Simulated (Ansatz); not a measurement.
Crystal: EuS.

```
Eu S
1.0
     0.00000    2.97850    2.97850
     2.97850    0.00000    2.97850
     2.97850    2.97850    0.00000
Eu S
1 1
Direct
  0.00000 0.00000 0.00000
  0.50000 0.50000 0.50000
```

| Item | Value |
| --- | --- |
| Program | Ansatz 0.2.0 |
| Task | relaxation of cell and atoms |
| Functional | PBE |
| Potentials or basis | Ansatz PAW |
| Cutoff | 420 eV (not typed: the program's choice for these potentials) |
| k mesh | 8 × 8 × 8 |
| Occupations | fermi-dirac, width 0.05 eV |
| Spin | collinear spin, ferromagnetic start |
| Starting moments | [7.0, 0.0] μB |

At the start: volume 26.42 Å³/atom.

**Question.** Where does the relaxation end?

**Answer.** It ends after 5 steps and the volume is 25.03 Å³/atom (-5.3 %); space group Fm-3m (No. 225, to 0.05 Å); moment 6.97 μB per cell.

The path:
```
step  energy change (eV)  largest force (eV/Å)  volume (Å³)
   1              0.0000                0.0000        52.85
   2             -0.0222                0.0000        49.30
   3             -0.0237                0.0000        50.14
   4             -0.0238                0.0000        50.07
   5             -0.0228                0.0000        50.07
```

Final structure:
```
Eu S
1.0
     0.00000    2.92531    2.92531
     2.92531    0.00000    2.92531
     2.92531    2.92531    0.00000
Eu S
1 1
Direct
  0.00000 0.00000 0.00000
  0.50000 0.50000 0.50000
```

Caveat: the plane-wave basis is chosen anew once the cell has moved, so the energies of steps on either side of that aren't comparable; a cell with one magnetic atom can't hold antiferromagnetic order, which such compounds often take; without U or exact exchange the open f shell lies at the Fermi level, which spoils levels, moments and volumes.
